Stretch a crystal evenly and each cubic centimetre holds fewer electrons. Since the dielectric constant measures how strongly the electrons in a given volume respond to a field, it seems that it should fall. But the electrons also become easier or harder to displace as the bonds change length. Which effect wins in hafnium dioxide, and is the balance understood well enough to fill in a missing volume?

Yambo 5.3.0 linear response with the Hartree kernel (last column: independent particles) for fluorite HfO2, on Quantum ESPRESSO PBEsol states with PseudoDojo 0.4.1 SR potentials and a 1142.88 eV wave cutoff. Spectra and dielectric constants use a 4 × 4 × 4 k mesh, 37 bands and 0.1 eV damping, with the field along x; the uncorrected gaps use a 10 × 10 × 10 k mesh.

| volume (Å³/atom) | shortest distance (Å) | gap on scf mesh (eV) | absorption peak (eV) | absorption peak height | dielectric static along field | dielectric static along field independent |
| --- | --- | --- | --- | --- | --- | --- |
| 9.814 | 2.122 | 3.965 | 9.347 | 15.372 | 5.142 | 5.330 |
| 10.260 | 2.154 | 3.853 | 8.945 | 17.452 | 5.153 | 5.341 |
| 10.706 | 2.185 | ? | ? | ? | ? | ? |
| 11.152 | 2.215 | 3.641 | 8.141 | 15.027 | 5.211 | 5.400 |
| 11.598 | 2.244 | 3.540 | 7.638 | 13.302 | 5.255 | 5.446 |
| 12.044 | 2.272 | 3.441 | 7.337 | 14.108 | 5.310 | 5.502 |

The crystal is cubic HfO2 in the fluorite structure, scaled evenly from compressed to stretched, with each atom kept on its ideal site. Yambo computes the spectra by linear response from PBEsol states made with Quantum ESPRESSO. The spectra and dielectric constants are computed on a k mesh of 4 × 4 × 4, the gaps on a finer one of 10 × 10 × 10. The column "dielectric static along field" is the response of the electrons alone to a slow field. It is the square of the refractive index for light well below the absorption edge but well above the frequencies at which the ions vibrate. It isn't the much larger constant that sets the capacitance of a gate oxide, because there the ions move too.

In the known rows the dielectric constant rises with volume, although the electron density drops by 19 % from the first row to the last. The response per atom must therefore grow faster than the atoms thin out. It does: the dielectric constant less one, multiplied by the volume per atom, increases by 28 %. What has to be explained is why each atom with its share of electrons becomes so much softer.

The first clue is the gap, the energy between the highest filled and the lowest empty state, which shrinks at each known step. In this oxide the filled states at the edge are mainly oxygen 2p and the empty ones mainly hafnium 5d, as the usual chemistry of Hf(IV) suggests. Pressing the ions together strengthens the electrostatic potential that holds electrons on oxygen rather than hafnium. It also strengthens the mixing between oxygen and hafnium levels of matching symmetry, which pushes those levels apart. Compression broadens the bands as well, and that tends to close the gap; the calculation shows only the net result, a wider gap, and no analysis of the orbitals is at hand to weigh the parts.

An electron that needs less energy to be excited is easier to displace, so stretching softens the response. The simplest way to put this against dilution is to replace all the transitions of the solid by one average excitation energy $E$:

$$\varepsilon-1=\frac{C}{V\,E^{2}}$$

Here $\varepsilon$ is the dielectric constant, $V$ the volume per atom and $C$ a constant that contains the strength of the transitions per atom. The factor $1/V$ is dilution. The factor $1/E^2$ is the softness of a charge on a spring, since a weaker spring has a lower frequency and yields further to the same force.

The formula contains a useful threshold. If the volume grows by 1 %, dilution costs 1 % of $\varepsilon-1$, while each percent by which $E$ falls brings back 2 %. Stretching therefore raises the dielectric constant as soon as $E$ falls by more than half a percent for each percent of volume. A modest softening of the electronic spring is enough to beat the loss of density.

Does $E$ simply follow the gap? If it did, $\varepsilon-1$ would rise by 8.2 % over the known range, but the calculated rise is 4.1 %. The gap thus gives the right direction and twice the right size. It belongs to one pair of band edges, whereas the dielectric constant collects transitions across a wide range of energies, and they need not all shift in proportion to the gap.

For a forecast it is better to extract $E$ from the dielectric constants themselves and see how it runs. Relative to its value at 11.152 Å³/atom, it lies close to a straight line in the volume, a form chosen after looking at the five known rows and fitted to them. Near that volume $E$ falls by about 0.62 % for each percent of expansion, which is above the threshold. At the compressed end the same line gives only about 0.5 %, so the two effects nearly cancel and the curve is almost flat there.

The missing volume is 10.706 Å³/atom. Its shortest distance needs no forecast, because under even scaling every length follows the cube root of the volume. For the dielectric constant, the line gives an $E$ that is 1.025 times its value at 11.152 Å³/atom. Starting from the dielectric constant of 5.211 at that larger volume,

$$\varepsilon-1\approx4.211\times\frac{11.152}{10.706}\times\frac{1}{1.025^2}\approx4.175$$

With the unrounded energy the forecast is a dielectric constant of 5.174 ± 0.005. This lies below the midpoint of the two neighbouring rows, because the rise gathers pace as the crystal expands.

The last column, "dielectric static along field independent", leaves out local fields, the uneven fields that the displaced electrons create inside the cell. Including them lowers the result by nearly the same amount throughout, 0.188 in the first row and 0.192 in the last. They therefore don't produce the trend. Adding the mean reduction of the two neighbours to the first forecast gives 5.363 ± 0.005 for this column.

The gap needs a different argument. For small strains a level separation changes in proportion to the relative change of volume, and the logarithm of the volume adds up such changes; the slope is called a deformation potential. Fitted to the five known rows, it lowers the gap by about 0.026 eV for each percent of expansion. The forecast is 3.744 ± 0.004 eV. The range refers to this level of theory only, since uncorrected PBEsol gaps are known to be too small by far more than that.

The absorption peak is the strongest maximum of the spectrum, far above the gap. It shifts about four times as fast as the gap, so the narrowing gap can't account for the whole shift. Nor can the peak stand in for the average energy $E$: over the known range the peak falls by 22 %, but $E$ by only 12 %. The same kind of straight line gives 8.50 ± 0.15 eV, a wide range because the spectrum is sampled only every 0.10 eV and a different set of transitions might take over as the maximum. The peak height runs irregularly, as a coarse mesh of k points with little broadening can make it do, so its forecast is merely the mean of the known rows, 15.1 ± 3.

All these ranges are judgements based on how well the known rows fit and how much they scatter. They carry no statistical guarantee, and they don't include the distance between this level of theory and experiment.

The withheld rows as computed:

| volume (Å³/atom) | shortest distance (Å) | gap on scf mesh (eV) | absorption peak (eV) | absorption peak height | dielectric static along field | dielectric static along field independent |
| --- | --- | --- | --- | --- | --- | --- |
| 10.706 | 2.185 | 3.746 | 8.442 | 16.560 | 5.176 | 5.364 |

All five results fall inside their ranges. The dielectric constant is 5.176, so the forecast was 0.002 too low, and the value without local fields was missed by even less. This row took no part in the fit, so the hit shows that the formula interpolates well. That is a mild test, because a smooth curve through the known dielectric constants, with no physics in it, would be expected to do about as well. Nor does the hit show that one average energy is what really happens in the solid: $E$ is extracted from the dielectric constants, so it would also absorb any change in the strength of the transitions, which the model holds fixed.

The gap came out 0.002 eV above its forecast, and this small miss has a visible pattern. The gap falls slightly faster towards large volumes than a straight line in the logarithm allows. The computed curve therefore bulges a little above the line in the middle of the range, where the missing row lies. A single deformation potential is a first-order description, and the bulge is what it leaves out.

The peak forecast was 0.06 eV too high, which is less than one step of the energy grid, so the miss deserves no physical cause. The height was missed by 1.5, or 9 % of the computed value of 16.56. That the wide range caught it is no success of theory, because the mean of the known rows contains no physics. The printed analysis below lists the fits and every miss.

Two questions remain about the spectrum. The calculation doesn't identify the transitions that form the peak, so why it shifts so much faster than the gap is open. It also leaves out the attraction between the excited electron and the hole it leaves behind, which can move peaks and change their heights. The dielectric constant is less sensitive to such detail because it sums over the whole spectrum. It has an error of its own, though: excitation energies that are too low, as PBEsol gaps suggest, are expected to make it too large, while leaving out the attraction works the other way. Neither the coarse mesh nor the limited number of empty bands was tested for convergence. The program also warns that the band limit cuts through a group of levels of equal energy, and spin-orbit coupling is left out although hafnium is a heavy element. The rise of only 0.011 between the two smallest volumes would be weak evidence on its own; the trend rests on the steady climb that follows.

For anyone who reads film density from a refractive index, the practical rule is to ask first how the density was lost. Empty pores dilute the material without stretching its bonds, and the index falls. Evenly stretched bonds can also lower the excitation energies, and where these fall by more than half a percent for each percent of volume, as they do in the calculations on this cubic oxide, the less dense crystal has the higher index.

Output of the analysis:

```
fit of gap_on_scf_mesh on 5 rows: constant 3.639 +/- 0.00074, coefficient of x -2.556 +/- 0.0094; rms 0.00124, worst 12.044 0.00174, leave-one-out rms 0.00233
  rows outside the fit (model, value, miss): 10.706 3.744, 3.746, -0.00225
fit of absorption_peak on 5 rows: constant 8.092 +/- 0.023, coefficient of x -10 +/- 0.29; rms 0.0383, worst 11.598 0.0614, leave-one-out rms 0.0588
  rows outside the fit (model, value, miss): 10.706 8.5, 8.442, 0.0577
fit of erel on 5 rows: constant 1 +/- 0.00014, coefficient of dv -0.6191 +/- 0.0018; rms 0.000233, worst 11.152 0.000356, leave-one-out rms 0.000424
  rows outside the fit (model, value, miss): 10.706 1.025, 1.025, 0.000228
gap change from smallest to largest volume, eV: -0.524
absorption peak change from smallest to largest volume, eV: -2.01
slope of peak over slope of gap: 3.912
change of electron density from smallest to largest volume, percent: -18.52
change of (dielectric constant - 1), percent: 4.056
change of (dielectric constant - 1) times volume per atom, percent: 27.7
change of average excitation energy in the model, percent: -11.51
change of gap, percent: -13.22
change of (dielectric constant - 1) if average energy followed the gap, percent: 8.191
local-field reduction at smallest volume: 0.188
local-field reduction at largest volume: 0.192
largest misfit of dielectric constant on known rows: 0.002993
forecast dielectric constant, withheld row: 5.174
computed dielectric constant, withheld row: 5.176
forecast less computed dielectric constant: -0.001861
forecast dielectric constant without local fields, withheld row: 5.363
computed dielectric constant without local fields, withheld row: 5.364
forecast less computed, without local fields: -0.001361
forecast peak height, withheld row: 15.05
computed peak height, withheld row: 16.56
forecast less computed peak height: -1.508
```
